## Tin stretched along two axes: the state at strain 0.075

A tin crystal is stretched equally along two axes while the third keeps its length. The task is to find the stress, pressure and energy at strain 0.075 from the five other strains.

Unrelaxed tin (Immm, a = 3.453, b = 3.551, c = 4.677 Å, 28.67 Å³ per atom) is strained equally along x and y, with z and fractional coordinates fixed. Ansatz 0.2.0 ran scalar-relativistic PBEsol with PAW, no spin polarisation, a 420 eV cutoff, a 20×20×20 k mesh and 0.15 eV Gaussian smearing. Energies are free energies relative to strain 0; pressure is positive in compression.

| strain | energy change (meV/atom) | tensile stress along pattern (GPa) | pressure (GPa) |
| --- | --- | --- | --- |
| -0.1 | 63.9 | -19.90 | 9.94 |
| -0.05 | -22.0 | -2.76 | 1.42 |
| 0 | 0.0 | 7.09 | -3.57 |
| 0.025 | 40.5 | 10.62 | -5.27 |
| 0.075 | ? | ? | ? |
| 0.1 | 240.3 | 16.33 | -7.97 |

The tensile stress along pattern, $S$, is the sum of the stresses on the two strained axes, so each carries $S/2$ on average. The pressure $P$ is positive in compression. The energy change $\Delta E$ is counted from strain 0, which is not a resting state: the cell was not relaxed and is already under tension there. A smooth curve through the known stresses puts $S=0$ near strain −0.04, and this offset, partly undone by the greater stiffness in compression, lies behind the difference between the energies at −0.1 and 0.1.

**Why the stress rises ever more slowly.** Between the two most compressed rows, $S$ climbs by about 340 GPa per unit strain; between 0.025 and 0.1 it climbs by only 76. Theory gives the reason. Repulsion between neighbouring atoms fades faster with distance than the attraction that binds the metal. In a compressed crystal, each step outward removes much repulsion, so the net pull grows quickly. Further out there is less repulsion left to lose and the attraction itself weakens, so the pull grows slowly.

**Why volume matters more than this change of shape.** The third axis is never stretched, yet its stress changes by 97 % as much as the mean stress on the strained axes between −0.1 and 0.1. That figure is taken from end to end: between −0.05 and 0 the fixed axis changes slightly more than the strained ones, between 0.025 and 0.1 only about 84 % as much. A liquid is the simpler system to keep in mind: it answers a change of volume with the same tension in every direction. The likeness is not perfect, for at 0.1 the strained axes carry 8.2 GPa on average and the fixed axis 7.6 GPa, a difference that a liquid at rest could not hold. The likely reason is geometric. The scan takes $c/a$ from 1.484 at −0.1 through 1.406 at −0.05 to 1.214 at 0.1. With equal $a$ and $b$, a body-centred cell is face-centred cubic at $c/a=\sqrt2\approx1.41$ and body-centred cubic at $c/a=1$, and at both the strained and fixed axes must carry the same stress by symmetry. Between two such points this one shear is expected to be soft; that link is argued, not tested here. The cell is not indifferent to shape in general: at −0.1 the two strained axes, whose lengths differ by under 3 %, carry stresses that differ by about 1.6 GPa. This difference fades as the crystal is stretched, to 0.8 GPa at strain 0 and less than 0.1 GPa at 0.1, so the stretched end of the scan gives little sign of such resistance.

Grey tin, with its diamond structure, would behave less like a liquid if strained in this way from its relaxed cell. Its directed bonds resist changes of angle, so the fixed axis would take up clearly less tension than the strained ones. Being a metal is not enough either: for a cubic crystal strained along two cube axes the ratio is $2C_{12}/(C_{11}+C_{12})$, close to one only where $C_{11}-C_{12}$ is small, and aluminium or tungsten is expected to fall clearly short of it.

**The model.** With $v=(1+\text{strain})^2$ as the volume relative to strain 0, a Birch–Murnaghan form was fitted to the five known stresses:

$$S(v)=A\,v^{-5/3}+B\,v^{-7/3}+C\,v^{-3}.$$

The three constants only shape the curve and have no separate meaning. The work done by the stress then gives the energy with no further constant, $V_0$ being the volume per atom at strain 0:

$$\Delta E=V_0\int_1^v \tfrac12 S\,\mathrm{d}v'.$$

This reproduces the known energies to within 1.3 meV/atom. The pressure was fitted separately with the same form.

**Forecasts for strain 0.075.**

- The stress is still rising. Because its slope keeps falling, it lies above the chord between the neighbouring rows (14.4 GPa) and below the straight continuation from 0 and 0.025 (17.7 GPa): **15.0 ± 0.3 GPa**.
- The pressure is negative and slightly smaller in size than half the stress: **−7.35 ± 0.10 GPa**.
- The energy lies below its chord of 174 meV/atom: **163 ± 3 meV/atom**.

The ranges are judgements, not statistical confidence limits. Leaving out each known stress in turn gives a typical miss of 0.36 GPa, but that test includes the end rows, where the curve has to extrapolate.

The energy can be checked by hand, going back from the known row at 0.1. Half the stress is 8.17 GPa there and 7.48 GPa at 0.075 by the fit, on average 7.82 GPa. The volume shrinks by $28.67\times(1.100^2-1.075^2)=1.56$ Å³ per atom. The product of this mean stress and this volume is a work of 76 meV per atom, so the energy at 0.075 is

$$240.3-76\approx164\ \text{meV/atom}.$$

## The computed row

The withheld rows as computed:

| strain | energy change (meV/atom) | tensile stress along pattern (GPa) | pressure (GPa) |
| --- | --- | --- | --- |
| 0.075 | 163.8 | 15.05 | -7.37 |

All three values fall inside their ranges. The stress from the fit is 0.09 GPa too low, the energy 0.8 meV/atom too low, and the pressure differs by 0.02 GPa. These misses are smaller than the largest misses of the curves at the known rows, so they call for no cause of their own. The energy is not an independent success, because stress is the slope of energy: a good stress curve brings a good energy with it.

The small role of this change of shape can now be seen in the energy. Integrating the pressure alone, as if only volume counted, gives 161 meV/atom at 0.075, 3 below the computed value; at 0.1 the gap is about 5. Most of this gap is the extra work of pulling the strained axes harder than the fixed one: the energies from the stress fit and the pressure fit differ by about 2 and 4 meV/atom at these strains. The rest is misfit.

This body-centred cell is neither grey nor white tin, and since strain 0 is not a resting state, the slope there is not an elastic constant of relaxed tin. Nor is 0.1 a strength limit, since the stress is still rising there. The printed analysis follows below.

The analysis program printed:

```
fit of sig on 5 rows: coefficient of t1 89.54 +/- 8.7, coefficient of t2 -31.54 +/- 17, coefficient of t3 -50.76 +/- 8.2; rms 0.091, worst 0.0 0.151, leave-one-out rms 0.362
  rows outside the fit (model, value, miss): 0.075 14.96, 15.05, -0.0856
fit of pressure on 5 rows: coefficient of t1 -37.51 +/- 1.9, coefficient of t2 2.337 +/- 3.7, coefficient of t3 31.57 +/- 1.8; rms 0.02, worst 0.025 0.0344, leave-one-out rms 0.0475
  rows outside the fit (model, value, miss): 0.075 -7.347, -7.37, 0.0231
Stresses in GPa and energies in meV/atom:
    row    c/a  mean in-plane stress  stress along fixed axis  energy from stress fit  energy from pressure fit
   -0.1  1.484                 -9.95                    -9.92                   64.34                     63.98
  -0.05  1.406                 -1.38                     -1.5                  -23.25                    -23.31
    0.0  1.336                 3.545                     3.62                       0                         0
  0.025  1.303                  5.31                     5.19                   40.76                     40.39
  0.075  1.242                 7.525                     7.06                     163                     160.8
    0.1  1.214                 8.165                     7.58                   239.3                     235.6
Largest miss of energy from stress fit on known rows (meV/atom): 1.246
Computed energy less energy from pressure fit at strain 0.1 (meV/atom): 4.723
Stress slope from -0.1 to -0.05 (GPa per unit strain): 342.8
Stress slope from -0.05 to 0 (GPa per unit strain): 197
Stress slope from 0 to 0.025 (GPa per unit strain): 141.2
Stress slope from 0.025 to 0.1 (GPa per unit strain): 76.13
Change of fixed-axis stress over change of mean in-plane stress from -0.1 to 0.1: 0.9661
Strain of zero in-plane stress sum from stress fit: -0.03822
Stress at 0.075 on chord between neighbouring known rows (GPa): 14.43
Stress at 0.075 on straight line through 0 and 0.025 (GPa): 17.68
Energy at 0.075 on chord between neighbouring known rows (meV/atom): 173.7
Forecast energy at 0.075 from stress fit (meV/atom): 163
Computed energy at 0.075 (meV/atom): 163.8
Forecast less computed energy at 0.075 (meV/atom): -0.7798
```
